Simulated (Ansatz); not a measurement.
## Effect of pressure −2 GPa on BeO

Base system: BeO in the wurtzite structure (space group P6_3mc, No. 186; a = 2.6905 Å, c = 4.3699 Å).

Perturbation: a negative pressure, −2 GPa.

Level of theory: r2SCAN, PAW, 500 eV (Ansatz, a first-principles code; spin-orbit coupling left out). Γ-centred 14×14×8 mesh, Fermi–Dirac width 0.05 eV.

| quantity | base | changed | shift |
|---|---|---|---|
| lattice parameter a | 2.690 Å | 2.699 Å | +0.0081 Å |
| c/a ratio | 1.624 | 1.624 | 0.000 |
| enthalpy H = E + PV relative to the base's energy | – | -0.09 eV/atom | – |
| band gap | 8.55 eV | 8.45 eV | -0.10 eV |
| gap character | direct at Γ | direct at Γ | – |
| electron mass | 0.53 mₑ along c, 0.61 mₑ across (at Γ) | 0.53 mₑ along k, 0.60 mₑ across (at Γ) | – |
| valence-band top at Γ (three highest levels, from the VBM) | 0.00, -0.04, -0.04 eV | 0.00, -0.04, -0.04 eV | – |

Cost of the whole job for the changed cell (relaxation, final SCF and bands): around 29 core-seconds (rough).

Load acts through the strain it causes; cell and atoms are relaxed under it. Effective masses come from finite differences of ±0.01 Å⁻¹. Along k means along the line from Γ to the band edge. No phonon test of stability was made.
